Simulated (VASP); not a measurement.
Set up this calculation in VASP 6.6.1, as the native input.

* Task: single point
* Functional: PBEsol
* Potentials or basis: VASP PAW PBE potentials, release 64 (W_sv, C)
* Cutoff: 520 eV
* k mesh: 20 × 20 × 20
* Occupations: gaussian, width 0.15 eV
* Spin: no spin polarisation
* Dipole correction: no
* Further INCAR settings: ALGO = Fast; EDIFF = 1e-06; NBANDS = 16

The structure of WC lies in POSCAR:

```
WC
1.0
    0.0000000000      2.0633946440      2.4760735727
    2.0633946440      0.0000000000      2.4760735727
    2.0633946440      2.0633946440      0.0000000000
W C
1 1
Direct
    0.0000000000      0.0000000000      0.0000000000
    0.5000000000      0.5000000000      0.5000000000
```

Measurements of this composition are mostly on another form, of space group No. 187.

These files were run (other wordings do the same):

INCAR

```
SYSTEM = WC
PREC = Accurate
ENCUT = 520
EDIFF = 1E-6
ISMEAR = 0
SIGMA = 0.15
LREAL = .FALSE.
LASPH = .TRUE.
NELM = 80
ALGO = Fast
ISIF = 2
LWAVE = .FALSE.
LCHARG = .TRUE.
GGA = PS
LELF = .TRUE.
LVHAR = .TRUE.
NBANDS = 16
```

KPOINTS

```
Automatic mesh
0
G
  20 20 20
  0 0 0
```

Potentials or basis: VASP PAW PBE potentials, release 64 (W_sv, C).

Command:

```sh
$ cat potpaw_PBE.64/W_sv/POTCAR potpaw_PBE.64/C/POTCAR > POTCAR
$ mpirun -np 1 vasp_std > vasp.out
```

Results of the run:

The pressure is 14.7 GPa and the band gap on the k mesh is none (metal or under the smearing width).

Caveat: the PAW data sets were made with another functional, which shifts forces and pressure a little.

Wall time 62 s on 1 thread of Intel(R) Xeon(R) 6975P-C (Granite Rapids) (shared host), peak memory 0.31 GiB.
